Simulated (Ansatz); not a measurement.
# A series in volume scale on BN

Results calculated with Ansatz 0.2.0, not measured. Periodic Kohn-Sham DFT of a crystal at fixed atoms, scaled to volume_scale times the given cell; pressure positive in compression, energy less spherical unpolarised free atoms, largest_vzz the field gradient of largest size among the nuclei.

The cell before it is scaled or strained (space group F-43m, No. 216):
```
CELL_PARAMETERS angstrom
0.00000 1.80750 1.80750
1.80750 0.00000 1.80750
1.80750 1.80750 0.00000
ATOMIC_POSITIONS crystal
B 0.00000 0.00000 0.00000
N 0.75000 0.75000 0.75000
```

Settings of every row: method all-electron PAW; functional LDA; relativity scalar; k mesh 11x11x11; filling fermi-dirac; smearing width 0.02 eV; nucleus gaussian.

Atom start moment: 0 on all atoms.

| row | volume scale | V (Å³/atom) | pressure (GPa) |
| --- | --- | --- | --- |
| 1 | 0.94 | 5.551 | 14.326 |
| 2 | 0.96 | 5.669 | 5.122 |
| 3 | 0.98 | 5.787 | -3.243 |
| 4 | 0.99 | 5.846 | -7.136 |
| 5 | 1 | 5.905 | -10.847 |
| 6 | 1.01 | 5.964 | -14.386 |
| 7 | 1.02 | 6.023 | -17.76 |
| 8 | 1.04 | 6.141 | ? |
| 9 | 1.06 | 6.26 | -29.758 |

Question: what pressure should row 8 give?

Worked fit of pressure. Take u = (V_r/V)^(2/3) − 1 with V_r = 5.8755 Å³ an atom, which is twice the finite (Eulerian) strain; such expansions in the strain, on which the Birch-Murnaghan equation of state is built, carry the rest volume and the bulk modulus. The shown rows have u = 0.0386, 0.02414, 0.01017, 0.00336, -0.00333, -0.00992, -0.01639, -0.04138. Least squares give pressure = −9.0153 + 554.708 × u + 1292.2 × u² GPa; a straight line predicts inner rows, each left out in turn, worse (root mean square 0.62 against 0.0046 GPa). The rows lie off it by 0.004, -0.006, -0.003, 0.001, 0.001, 0.005, 0.000, -0.002 (root mean square 0.0034 GPa). The pressure vanishes at u = 0.0157, or V = 5.74 Å³ an atom, and there the bulk modulus at fixed shape and fractions is B = −V dP/dV = (2/3)(1 + u) dP/du = 403 GPa. The withheld row has u = -0.02903, so the fit gives −9.0153 + 554.708 × (-0.02903) + 1292.2 × (-0.02903)² = -24.029 GPa.

The calculation gave -24.045 GPa. The fit lies 0.016 GPa (0.036 % of the column's range) above it; its largest miss of a shown row is 0.006 GPa.
